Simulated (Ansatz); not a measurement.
A plane-wave DFT run in Ansatz 0.2.0 (scalar-relativistic PAW potentials unless the input names others): input and command.

```yaml
crystal:
  lattice:
    - [3.1135143366, 0.0, 0.0]
    - [0.0, 7.6265214316, 0.0]
    - [0.0, 0.0, 11.1896264369]
  atoms:
    - { symbol: Al, position: [0.0, 0.0440924679, 0.0259007233] }
    - { symbol: Al, position: [0.0, 0.3777111493, 0.3120348244] }
    - { symbol: "N", position: [0.0, 0.962600655, 0.1838228312] }
    - { symbol: Al, position: [0.0, 0.7188048196, 0.1530940408] }
    - { symbol: Al, position: [0.0, 0.2251347099, 0.517336432] }
    - { symbol: "N", position: [0.0, 0.6267105818, 0.3056826904] }
    - { symbol: Al, position: [0.5, 0.0515707564, 0.2628446346] }
    - { symbol: "N", position: [0.5, 0.6245824299, 0.0678698523] }
    - { symbol: "N", position: [0.5, 0.9463932932, 0.4227472582] }
    - { symbol: Al, position: [0.5, 0.3746641396, 0.0698428123] }
    - { symbol: Al, position: [0.5, 0.6915319568, 0.3993302346] }
    - { symbol: "N", position: [0.5, 0.2950246732, 0.2248010605] }
    - { symbol: "N", position: [0.0, 0.9702733735, 0.4939194085] }
    - { symbol: "N", position: [0.0, 0.2920842368, 0.8487968144] }
    - { symbol: Al, position: [0.0, 0.8650959103, 0.653822032] }
    - { symbol: "N", position: [0.0, 0.6216419935, 0.6918656062] }
    - { symbol: "N", position: [0.0, 0.2907619044, -0.0120575786] }
    - { symbol: Al, position: [0.0, 0.5420025271, 0.8468238544] }
    - { symbol: "N", position: [0.5, -0.0459339883, 0.7328438355] }
    - { symbol: Al, position: [0.5, 0.5389555174, 0.6046318423] }
    - { symbol: Al, position: [0.5, 0.8725741988, 0.8907659434] }
    - { symbol: "N", position: [0.5, 0.2899560849, 0.6109839762] }
    - { symbol: "N", position: [0.5, 0.6259047623, 0.9287242453] }
    - { symbol: Al, position: [0.5, 0.1978618471, 0.7635726258] }
basis:
  ecutwfc: 420
kpoints:
  mp_grid: { grid: [8, 4, 2] }
hamiltonian:
  xc: pbe
scf:
  occupations: { method: gaussian, width: 0.05 }
  mixing: { preconditioner: local_kerker }
output:
  forces: true
  eigenvalues: true
  stress: true
```

```bash
ansatz run input.yaml --threads 4 --pin off --max-ram 9216MiB --backend cpu --events-out ev --progress --plain --runs-dir out
```

Abridged log:
```
Basis set: ecut = 420 eV, 5231 PW (Γ), exchange–correlation on 48×108×150 points (8 copies of the dense FFT grid, shifted against one another)
Bands: 72, of which v1, the nominal top of the filled ones, is band 48 counted from 1 (47 counted from 0)
Symmetry: 4 space group operations
k-points: 30 of 64
SCF iter   1: F=—  HF=-11073.753632 eV  |F-HF|=—  |Δ(HF+E_count)|=         —  Δρ=5.39e-3  dr2=5.15e-1  ethr=1.77e-3  ⟨swp⟩=6.0  Hψ=9833  notcnv=0  defer=226
SCF iter   2: F=—  HF=-11073.676194 eV  |F-HF|=—  |Δ(HF+E_count)|=   7.74e-2  Δρ=2.92e-3  dr2=8.45e-2  ethr=5.36e-4  ⟨swp⟩=2.0  Hψ=2568  notcnv=0  defer=440
SCF iter   3: F=—  HF=-11073.657440 eV  |F-HF|=—  |Δ(HF+E_count)|=   1.88e-2  Δρ=1.27e-3  dr2=5.01e-3  ethr=8.80e-5  ⟨swp⟩=2.1  Hψ=2709  notcnv=0  defer=80
automatic band count: iteration 3 solves 58 bands in place of 72: the levels show a gap, and the empty bands left out lie too high to hold charge; the band table lists the bands solved (type scf.n_extra_bands for more)
SCF iter   4: F=—  HF=-11073.656219 eV  |F-HF|=—  |Δ(HF+E_count)|=   1.22e-3  Δρ=4.53e-4  dr2=8.13e-4  ethr=5.22e-6  ⟨swp⟩=2.0  Hψ=3226  notcnv=0  defer=80
SCF iter   5: F=—  HF=-11073.656029 eV  |F-HF|=—  |Δ(HF+E_count)|=   1.90e-4  Δρ=1.18e-4  dr2=3.73e-5  ethr=8.47e-7  ⟨swp⟩=2.5  Hψ=2848  notcnv=0  defer=80
SCF iter   6: F=—  HF=-11073.655716 eV  |F-HF|=—  |Δ(HF+E_count)|=   3.13e-4  Δρ=3.53e-5  dr2=4.16e-6  ethr=3.88e-8  ⟨swp⟩=2.0  Hψ=2758  notcnv=0  defer=83
SCF iter   7: F=—  HF=-11073.655715 eV  |F-HF|=—  |Δ(HF+E_count)|=   6.36e-7  Δρ=1.11e-5  dr2=3.52e-7  ethr=4.33e-9  ⟨swp⟩=2.0  Hψ=2990  notcnv=0  defer=83
SCF iter   8: F=-11073.655715 eV  HF=-11073.655715 eV  |F-HF|=2.09e-8  |Δ(HF+E_count)|=   6.14e-8  Δρ=2.82e-6  dr2=3.01e-8  ethr=1.04e-10  ⟨swp⟩=10.6  Hψ=7154  notcnv=0
SCF 1 converged in 8 iterations: F = -11073.655715 eV  dr2 = 3.01e-8
SCF converged after 8 iterations
Free energy (F): -11073.655715 eV
Harris-Foulkes:  -11073.655715 eV  (|F-HF|=2.09e-8)
Internal energy: -11073.654627 eV  (E = F + TS)
E sigma→0 (E₀):  -11073.655171 eV
Entropy (-TS):   -0.001088 eV (-0.045 meV/atom)
Fermi energy:    9.284407 eV
--- Forces (eV/Å), atoms counted from 1 ---
  atom   1  Al     0.00000000     0.00143385    -0.00291624
  atom   2  Al     0.00000000     0.00277235     0.00286361
  atom   3  N      0.00000000    -0.00074913    -0.00608228
  atom   4  Al     0.00000000    -0.00054704    -0.00399152
  atom   5  Al     0.00000000     0.00001462     0.00212412
  atom   6  N      0.00000000     0.00127706     0.00403065
  atom   7  Al     0.00000000     0.00214593    -0.00840657
  atom   8  N      0.00000000    -0.00050909    -0.00404601
  atom   9  N      0.00000000    -0.00861719     0.00982285
  atom  10  Al     0.00000000    -0.00329951    -0.00166644
  atom  11  Al     0.00000000    -0.00001462    -0.00212412
  atom  12  N      0.00000000    -0.00459286     0.00699812
  atom  13  N      0.00000000     0.00861719    -0.00982285
  atom  14  N      0.00000000     0.00050909     0.00404601
  atom  15  Al     0.00000000    -0.00214593     0.00840657
  atom  16  N      0.00000000     0.00459286    -0.00699812
  atom  17  N      0.00000000    -0.00382626    -0.00399575
  atom  18  Al     0.00000000     0.00329951     0.00166644
  atom  19  N      0.00000000     0.00074913     0.00608228
  atom  20  Al     0.00000000    -0.00277235    -0.00286361
  atom  21  Al     0.00000000    -0.00143385     0.00291624
  atom  22  N      0.00000000    -0.00127706    -0.00403065
  atom  23  N      0.00000000     0.00382626     0.00399575
  atom  24  Al     0.00000000     0.00054704     0.00399152
--- Stress (GPa, compression-positive) ---
        2.146983       0.000000       0.000000
        0.000000       4.853122      -3.322032
        0.000000      -3.322026      -0.012969
  P = ⅓ Tr σ = 2.3290 GPa (23.290 kbar)
```

Apart from outputs, empty bands and the relaxation, which only the reference makes, the input differs from a reference run on usual settings in scf.mixing.preconditioner: not typed → "local_kerker". The reference, at the same geometry, ended its own course with pressure 2.33 GPa, largest force 0.013 eV/Å, no gap on the mesh. This run converged in 8 SCF iterations with an energy at zero smearing within 0.01 meV/atom of the reference's, pressure 2.33 GPa, largest force 0.013 eV/Å, no gap on the mesh.

It took 21 s on 4 threads of Arm Neoverse N1 (shared host), peak memory 1 GiB.